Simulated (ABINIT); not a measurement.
# Al (Fm-3m) in ABINIT: a series of runs

Runs on Al. Level: r2SCAN. Tasks: band structure.

All numbers are computed with ABINIT 10.8.3 (patched build); they aren't measurements. Logs are shortened: lines on timing, memory, paths and dates and some standing lists are left out, and cuts for length are marked. The log counts tension as positive stress, the text compression.

## Step 1: The structure

It takes space group Fm-3m (No. 225, cubic). Conventional cell: a = 4.050 Å, b = 4.050 Å, c = 4.050 Å, α = 90.00°, β = 90.00°, γ = 90.00°. Around Al (site symmetry m-3m) lie 12 Al at 2.86 Å.

## Step 2: Band structure, r2SCAN

File run.abi:

```
# Datasets: ground state, then fixed potential
ndtset 2

# Pseudopotentials
pp_dirpath "./"
pseudos "Al_ONCV_PBE-1.2.upf"

# Structure
acell 3*1.0 Angstrom
rprim
     0.0000000000     2.0248050000     2.0248050000
     2.0248050000     0.0000000000     2.0248050000
     2.0248050000     2.0248050000     0.0000000000
ntypat 1
znucl 13
natom 1
typat 1
xred
     0.0000000000     0.0000000000     0.0000000000

# Plane-wave basis
ecut 42.0

# Exchange and correlation
ixc -497498
usekden 1

# Bands and occupations
occopt 3
tsmear 0.05 eV

# SCF cycle
nstep 100

# Output
iomode 3
prtwf 0
prteig 0
prtebands 0
prtden1 1
prtkden1 1

# Dataset 1
kptopt1 1
ngkpt1 11 11 11
nshiftk1 1
shiftk1 0.0 0.0 0.0
nband1 10
tolvrs1 1.0e-9

# Dataset 2: bands along G-X-W-K-G-L-U-W-L-K
iscf2 -2
getden2 1
getkden2 1
nband2 16
nbdbuf2 4
tolwfr2 1.0e-11
kptopt2 -9
ndivsm2 6
prteig2 1
prtvol2 -3
kptbounds2
     0.0000000000     0.0000000000     0.0000000000
     0.5000000000     0.0000000000     0.5000000000
     0.5000000000     0.2500000000     0.7500000000
     0.3750000000     0.3750000000     0.7500000000
     0.0000000000     0.0000000000     0.0000000000
     0.5000000000     0.5000000000     0.5000000000
     0.6250000000     0.2500000000     0.6250000000
     0.5000000000     0.2500000000     0.7500000000
     0.5000000000     0.5000000000     0.5000000000
     0.3750000000     0.3750000000     0.7500000000
```

Potentials or basis: SG15 NC PBE v1.2.

Run with:

```console
$ mpirun --bind-to none -np 4 abinit run.abi > log 2>&1
```

run.abo:

```text
.Version 10.8.3 of ABINIT
 DATASET    1 : space group Fm -3 m (#225); Bravais cF (face-center cubic)
================================================================================
 Values of the parameters that define the memory need for DATASET  1.
     intxc =       0    ionmov =       0      iscf =       7    lmnmax =       4
     lnmax =       4     mgfft =      32  mpssoang =       2    mqgrid =    3001
     natom =       1  nloc_mem =       1    nspden =       1   nspinor =       1
    nsppol =       1      nsym =      48    n1xccc =       0    ntypat =       1
    occopt =       3   xclevel =       2
       mpw =        1469          nfft =       32768          nkpt =          56
================================================================================
================================================================================

 DATASET    2 : space group Fm -3 m (#225); Bravais cF (face-center cubic)
================================================================================
 Values of the parameters that define the memory need for DATASET  2.
     intxc =       0    ionmov =       0      iscf =      -2    lmnmax =       4
     lnmax =       4     mgfft =      32  mpssoang =       2    mqgrid =    3001
     natom =       1  nloc_mem =       1    nspden =       1   nspinor =       1
    nsppol =       1      nsym =      48    n1xccc =       0    ntypat =       1
    occopt =       3   xclevel =       2
       mpw =        1472          nfft =       32768          nkpt =         103
================================================================================
================================================================================

--------------------------------------------------------------------------------
------------- Echo of variables that govern the present computation ------------
--------------------------------------------------------------------------------
 -outvars: echo values of preprocessed input variables --------
            acell      1.8897261259E+00  1.8897261259E+00  1.8897261259E+00 Bohr
              amu      2.69815390E+01
             ecut      4.20000000E+01 Hartree
           getden1          0
           getden2          1
          getkden1          0
          getkden2          1
             iscf1          7
             iscf2         -2
              ixc     -497498
           jdtset        1    2
           kptopt1          1
           kptopt2         -9
         kptrlatt       11    0    0      0   11    0      0    0   11
          kptrlen1     5.95236775E+01
          kptrlen2     3.00000000E+01
            natom           1
            nband1         10
            nband2         16
           nbdbuf1          0
           nbdbuf2          4
           ndtset           2
           ndivsm1          0
           ndivsm2          6
            ngfft          32      32      32
             nkpt1         56
             nkpt2        103
            nstep         100
             nsym          48
           ntypat           1
           occopt           3
        prtebands           0
           prteig1          0
           prteig2          1
          prtkden           1
           prtvol1          0
           prtvol2         -3
            prtwf           0
            rprim      0.0000000000E+00  2.0248050000E+00  2.0248050000E+00
                       2.0248050000E+00  0.0000000000E+00  2.0248050000E+00
                       2.0248050000E+00  2.0248050000E+00  0.0000000000E+00
           shiftk1     0.00000000E+00  0.00000000E+00  0.00000000E+00
           shiftk2     5.00000000E-01  5.00000000E-01  5.00000000E-01
          spgroup         225
           tolvrs1     1.00000000E-09
           tolvrs2     0.00000000E+00
[... 193 lines left out ...]
  2.06E-12  3.83E-12  7.05E-13  3.40E-13  1.19E-12  2.57E-12  2.05E-12  7.86E-12
  5.18E-12  5.58E-12  2.78E-12  6.37E-13  1.48E-12  2.50E-12  2.32E-12  6.46E-12
 -3.6514E+00 -2.1505E+00 -2.1505E+00 -2.1505E+00 -1.4240E-01  7.8326E-01
  7.8326E-01  7.8326E-01  8.6005E-01  8.6005E-01  8.6005E-01  9.2369E-01
  1.0535E+00  1.0535E+00  1.1629E+00  1.2523E+00
 Non-SCF case, kpt    2 (  0.02941  0.00000  0.02941), residuals and eigenvalues=
  1.31E-12  5.99E-12  2.49E-12  3.27E-12  2.15E-12  5.01E-13  2.17E-12  1.94E-12
  2.10E-12  8.31E-12  5.27E-12  1.65E-12  4.49E-11  1.49E-11  3.15E-08  1.42E-07
 -3.6514E+00 -2.1505E+00 -2.1505E+00 -2.1505E+00 -1.4117E-01  7.7036E-01
  7.7036E-01  7.7297E-01  8.5670E-01  8.7481E-01  8.7481E-01  9.3642E-01
  1.0365E+00  1.0546E+00  1.1609E+00  1.2536E+00
 Non-SCF case, kpt    3 (  0.05882  0.00000  0.05882), residuals and eigenvalues=
  2.73E-12  6.33E-12  5.63E-13  9.53E-12  1.52E-12  2.57E-12  5.89E-12  2.12E-12
[... 590 lines left out ...]
  3.4289E-01  5.7384E-01  6.3709E-01  9.8595E-01  1.0589E+00  1.1515E+00
  1.1736E+00  1.3238E+00  1.4704E+00  1.6504E+00
 Non-SCF case, kpt  102 (  0.38750  0.38750  0.72500), residuals and eigenvalues=
  5.55E-12  6.93E-12  2.48E-12  7.11E-12  1.28E-12  1.33E-12  1.22E-12  2.88E-12
  3.69E-12  7.78E-13  6.58E-12  2.23E-12  5.92E-12  7.02E-12  5.78E-10  5.18E-06
 -3.6513E+00 -2.1511E+00 -2.1510E+00 -2.1507E+00  2.0845E-01  2.2139E-01
  3.0328E-01  5.6285E-01  6.2431E-01  9.4855E-01  1.1068E+00  1.1636E+00
  1.1801E+00  1.3588E+00  1.5145E+00  1.6218E+00
 Non-SCF case, kpt  103 (  0.37500  0.37500  0.75000), residuals and eigenvalues=
  6.75E-12  2.22E-12  7.58E-12  6.41E-12  1.24E-12  4.79E-12  9.84E-12  1.23E-12
  9.46E-12  4.96E-12  4.70E-12  7.60E-12  2.94E-12  2.62E-11  8.09E-08  4.79E-06
 -3.6513E+00 -2.1512E+00 -2.1510E+00 -2.1507E+00  2.1856E-01  2.3729E-01
  2.8161E-01  5.5413E-01  6.1387E-01  9.1199E-01  1.1539E+00  1.1571E+00
  1.2028E+00  1.3846E+00  1.5571E+00  1.6123E+00

Result for kinetic energy density :

--------------------------------------------------------------------------------
 Total kinetic energy density [Ha/Bohr^3]
)     Maximum=    1.7211E+01  at reduced coord.    0.0000    0.0000    0.0000
)     Minimum=    6.2704E-03  at reduced coord.    0.5000    0.5000    0.5000
   Integrated=    2.9507E+01
--------------------------------------------------------------------------------

--- !ResultsGS
iteration_state: {dtset: 2, }
comment   : Summary of ground state results
lattice_vectors:
- [  0.0000000,   3.8263269,   3.8263269, ]
- [  3.8263269,   0.0000000,   3.8263269, ]
- [  3.8263269,   3.8263269,   0.0000000, ]
lattice_lengths: [   5.41124,    5.41124,    5.41124, ]
lattice_angles: [ 60.000,  60.000,  60.000, ] # degrees, (23, 13, 12)
lattice_volume:   1.1204080E+02
convergence: {deltae:  0.000E+00, res2:  0.000E+00, residm:  9.910E-12, diffor:  0.000E+00, }
etotal    :  -6.92470759E+01
entropy   :   0.00000000E+00
fermie    :   2.93006817E-01
cartesian_stress_tensor: null
pressure_GPa: null
xred      :
- [  0.0000E+00,   0.0000E+00,   0.0000E+00, Al]
cartesian_forces: null
force_length_stats: {min: null, max: null, mean: null, }
...

 Integrated electronic density in atomic spheres:
 ------------------------------------------------
 Atom  Sphere_radius  Integrated_density
    1        2.00000          8.83608206
================================================================================

 ----iterations are completed or convergence reached----

 Mean square residual over all n,k,spin=   38.498E-13; max=  99.095E-13
 reduced coordinates (array xred) for    1 atoms
       0.000000000000      0.000000000000      0.000000000000

 cartesian coordinates (angstrom) at end:
    1      0.00000000000000     0.00000000000000     0.00000000000000
 length scales=  1.889726125908  1.889726125908  1.889726125908 bohr
              =  1.000000000000  1.000000000000  1.000000000000 angstroms
 Eigenvalues (hartree) for nkpt= 103  k points:
 kpt#   1, nband= 16, wtk=  1.00000, kpt=  0.0000  0.0000  0.0000 (reduced coord)
  -3.65139   -2.15046   -2.15046   -2.15046   -0.14240    0.78326    0.78326    0.78326
   0.86005    0.86005    0.86005    0.92369    1.05351    1.05351    1.16289    1.25227
 kpt#   2, nband= 16, wtk=  1.00000, kpt=  0.0294  0.0000  0.0294 (reduced coord)
  -3.65139   -2.15047   -2.15046   -2.15046   -0.14117    0.77036    0.77036    0.77297
   0.85670    0.87481    0.87481    0.93642    1.03651    1.05464    1.16093    1.25356
 kpt#   3, nband= 16, wtk=  1.00000, kpt=  0.0588  0.0000  0.0588 (reduced coord)
  -3.65138   -2.15049   -2.15047   -2.15047   -0.13749    0.74491    0.74491    0.74913
   0.84724    0.90581    0.90581    0.96757    0.99383    1.05804    1.16583    1.25749
 kpt#   4, nband= 16, wtk=  1.00000, kpt=  0.0882  0.0000  0.0882 (reduced coord)
  -3.65138   -2.15052   -2.15048   -2.15048   -0.13136    0.71741    0.71741    0.72066
   0.83306    0.93945    0.94241    0.94241    1.00823    1.06369    1.18005    1.26417
 kpt#   5, nband= 16, wtk=  1.00000, kpt=  0.1176  0.0000  0.1176 (reduced coord)
  -3.65137   -2.15057   -2.15050   -2.15050   -0.12278    0.69057    0.69057    0.69155
   0.81561    0.88111    0.98165    0.98165    1.05439    1.07158    1.20036    1.27380
 kpt#   6, nband= 16, wtk=  1.00000, kpt=  0.1471  0.0000  0.1471 (reduced coord)
  -3.65136   -2.15063   -2.15053   -2.15053   -0.11178    0.66338    0.66520    0.66520
[... 278 lines left out ...]
  -3.65127   -2.15122   -2.15084   -2.15066    0.15454    0.17102    0.43669    0.60265
   0.66939    0.96788    1.04364    1.10294    1.19815    1.21043    1.44249    1.63134
 kpt# 100, nband= 16, wtk=  1.00000, kpt=  0.4125  0.4125  0.6750 (reduced coord)
  -3.65126   -2.15118   -2.15091   -2.15068    0.17047    0.18685    0.38821    0.58711
   0.65216    1.01252    1.02193    1.12098    1.18516    1.27291    1.44737    1.66722
 kpt# 101, nband= 16, wtk=  1.00000, kpt=  0.4000  0.4000  0.7000 (reduced coord)
  -3.65126   -2.15115   -2.15096   -2.15070    0.18869    0.20423    0.34289    0.57384
   0.63709    0.98595    1.05894    1.15149    1.17357    1.32379    1.47037    1.65036
 kpt# 102, nband= 16, wtk=  1.00000, kpt=  0.3875  0.3875  0.7250 (reduced coord)
  -3.65125   -2.15114   -2.15099   -2.15072    0.20845    0.22139    0.30328    0.56285
   0.62431    0.94855    1.10680    1.16362    1.18005    1.35885    1.51452    1.62176
 kpt# 103, nband= 16, wtk=  1.00000, kpt=  0.3750  0.3750  0.7500 (reduced coord)
  -3.65125   -2.15116   -2.15098   -2.15073    0.21856    0.23729    0.28161    0.55413
   0.61387    0.91199    1.15387    1.15709    1.20279    1.38456    1.55714    1.61234

== END DATASET(S) ==============================================================
================================================================================

 -outvars: echo values of variables after computation  --------
            acell      1.8897261259E+00  1.8897261259E+00  1.8897261259E+00 Bohr
           etotal1    -6.9247075890E+01
            fcart1    -0.0000000000E+00 -0.0000000000E+00 -0.0000000000E+00
            rprim      0.0000000000E+00  2.0248050000E+00  2.0248050000E+00
                       2.0248050000E+00  0.0000000000E+00  2.0248050000E+00
                       2.0248050000E+00  2.0248050000E+00  0.0000000000E+00
           strten1     6.3701748331E-05  6.3701748331E-05  6.3701748331E-05
                       0.0000000000E+00  0.0000000000E+00  0.0000000000E+00
 Calculation completed.
```

It took 31 s on 4 MPI ranks of Arm Neoverse V2, shared host; peak memory 0.44 GiB.

Results:

```
Free energy                                           : -1884.3089 eV
Pressure                                              : -1.9 GPa
Band gap on the k mesh                                : none (metal or under the smearing width)
Valence electrons inside the program's atomic spheres : Al 8.84 (radii [1.0584] Å)
```

Levels at the corners of the path, in eV from the Fermi level:
| point | band 5 | band 6 | band 7 | band 8 | band 9 | band 10 | band 11 |
| --- | --- | --- | --- | --- | --- | --- | --- |
| Γ | -11.85 | 13.34 | 13.34 | 13.34 | 15.43 | 15.43 | 15.43 |
| X | -3.13 | -1.69 | 5.43 | 6.07 | 6.07 | 9.83 | 27.17 |
| W | -0.92 | -0.92 | 0.03 | 1.47 | 16.82 | 16.82 | 17.76 |
| K | -2.03 | -1.52 | -0.31 | 7.11 | 8.73 | 16.84 | 23.43 |
| Γ | -11.85 | 13.34 | 13.34 | 13.34 | 15.43 | 15.43 | 15.43 |
| L | -4.97 | -4.56 | 12.08 | 12.08 | 12.49 | 12.49 | 15.80 |
| U | -2.03 | -1.52 | -0.31 | 7.11 | 8.73 | 16.84 | 23.43 |
| W | -0.92 | -0.92 | 0.03 | 1.47 | 16.82 | 16.82 | 17.76 |
| L | -4.97 | -4.56 | 12.08 | 12.08 | 12.49 | 12.49 | 15.80 |
| K | -2.03 | -1.52 | -0.31 | 7.11 | 8.73 | 16.84 | 23.43 |

Caveat: the potentials were made for another functional, which shifts forces and pressure.

## Step 3: Band structure, r2SCAN

run.abi: that of step 2 with these lines changed.

```diff
@@ -5,3 +5,3 @@
 pp_dirpath "./"
-pseudos "Al_ONCV_PBE-1.2.upf"
+pseudos "Al.upf"
 
@@ -21,3 +21,3 @@
 # Plane-wave basis
-ecut 42.0
+ecut 24.0
 
@@ -26,2 +26,4 @@
 usekden 1
+nc_xccc_gspace 1
+boxcutmin 3.0
 
@@ -47,3 +49,3 @@
 shiftk1 0.0 0.0 0.0
-nband1 10
+nband1 6
 tolvrs1 1.0e-9
@@ -54,3 +56,3 @@
 getkden2 1
-nband2 16
+nband2 12
 nbdbuf2 4
```

Potentials or basis: PseudoDojo NC SR PBE v0.4.1 standard.

Run with:

```console
$ mpirun --bind-to none -np 4 abinit run.abi > log 2>&1
```

run.abo:

```text
.Version 10.8.3 of ABINIT
 DATASET    1 : space group Fm -3 m (#225); Bravais cF (face-center cubic)
================================================================================
 Values of the parameters that define the memory need for DATASET  1.
     intxc =       0    ionmov =       0      iscf =       7    lmnmax =       6
     lnmax =       6     mgfft =      36  mpssoang =       3    mqgrid =    3001
     natom =       1  nloc_mem =       1    nspden =       1   nspinor =       1
    nsppol =       1      nsym =      48    n1xccc =    2501    ntypat =       1
    occopt =       3   xclevel =       2
       mpw =         641          nfft =       46656          nkpt =          56
================================================================================
================================================================================

 DATASET    2 : space group Fm -3 m (#225); Bravais cF (face-center cubic)
[... 1129 lines left out ...]
   0.14970    0.16129    0.30063    0.53004    0.59800    0.94291    1.02267    1.11163
   1.14013    1.28992    1.43656    1.62129
 kpt# 102, nband= 12, wtk=  1.00000, kpt=  0.3875  0.3875  0.7250 (reduced coord)
   0.16934    0.17977    0.25987    0.51888    0.58539    0.90541    1.07088    1.13050
   1.14030    1.32313    1.48377    1.59051
 kpt# 103, nband= 12, wtk=  1.00000, kpt=  0.3750  0.3750  0.7500 (reduced coord)
   0.17873    0.19851    0.23618    0.51003    0.57511    0.86857    1.11266    1.13008
   1.16362    1.34743    1.53085    1.57669

== END DATASET(S) ==============================================================
================================================================================

 -outvars: echo values of variables after computation  --------
            acell      1.8897261259E+00  1.8897261259E+00  1.8897261259E+00 Bohr
           etotal1    -2.3416382393E+00
            fcart1    -0.0000000000E+00 -0.0000000000E+00 -0.0000000000E+00
            rprim      0.0000000000E+00  2.0248050000E+00  2.0248050000E+00
                       2.0248050000E+00  0.0000000000E+00  2.0248050000E+00
                       2.0248050000E+00  2.0248050000E+00  0.0000000000E+00
           strten1     4.8216094045E-05  4.8216094045E-05  4.8216094045E-05
                       0.0000000000E+00  0.0000000000E+00  0.0000000000E+00
 Calculation completed.
```

Wall time 26 s (4 MPI ranks of Arm Neoverse V2, shared host); peak memory 0.44 GiB.

Results:

```
Free energy                                           : -63.7192 eV
Pressure                                              : -1.4 GPa
Band gap on the k mesh                                : none (metal or under the smearing width)
Valence electrons inside the program's atomic spheres : Al 0.88 (radii [1.0584] Å)
```

Levels at the corners of the path, in eV from the Fermi level:
```csv
point,band 1,band 2,band 3,band 4,band 5
Γ,-11.91,13.66,13.66,13.66,14.97
X,-3.13,-1.75,5.71,5.95,5.95
W,-0.90,-0.90,0.13,1.15,16.98
K,-2.01,-1.48,-0.45,7.00,8.77
Γ,-11.91,13.66,13.66,13.66,14.97
L,-4.96,-4.67,12.14,12.14,12.37
U,-2.01,-1.48,-0.45,7.00,8.77
W,-0.90,-0.90,0.13,1.15,16.98
L,-4.96,-4.67,12.14,12.14,12.37
K,-2.01,-1.48,-0.45,7.00,8.77
```

Caveat: a meta-GGA on potentials with a model core is unreliable; the potentials were made for another functional, which shifts forces and pressure.
